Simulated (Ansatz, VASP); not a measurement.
# Two plane-wave programs on Cs

```
CELL_PARAMETERS angstrom
5.34821 0.00000 0.00000
-2.67410 4.63169 0.00000
0.00000 0.00000 8.85330
ATOMIC_POSITIONS crystal
Cs 0.33333 0.66667 0.25000
Cs 0.66667 0.33333 0.75000
```

Alike in both runs: functional PBE; k mesh 9 × 9 × 6; occupations gaussian, width 0.1 eV; no spin polarisation.

Ansatz relaxed the structure, and its values are those at the end. VASP's run is a single point on that final structure, the one shown.

```csv
,VASP,Ansatz
version,VASP 6.6.1,Ansatz 0.2.0
potentials or method,"VASP PAW PBE potentials, release 64 (Cs_sv)","scalar-relativistic, plane waves, PAW"
plane-wave cutoff (eV),520,420
valence electrons in the cell,18,18
```

|  | VASP | Ansatz | Ansatz less VASP |
| --- | --- | --- | --- |
| gap on the k mesh at the Fermi level (eV) | none | none | - |
| pressure (GPa) | 0.1 | 0.1 | +0.01 |

A gap of «none» marks a metal or a gap that the smearing closes. The functional is the same, so the differences come from potentials, cutoffs and numerics.

Spin-orbit coupling is left out, which matters for the levels of Cs.
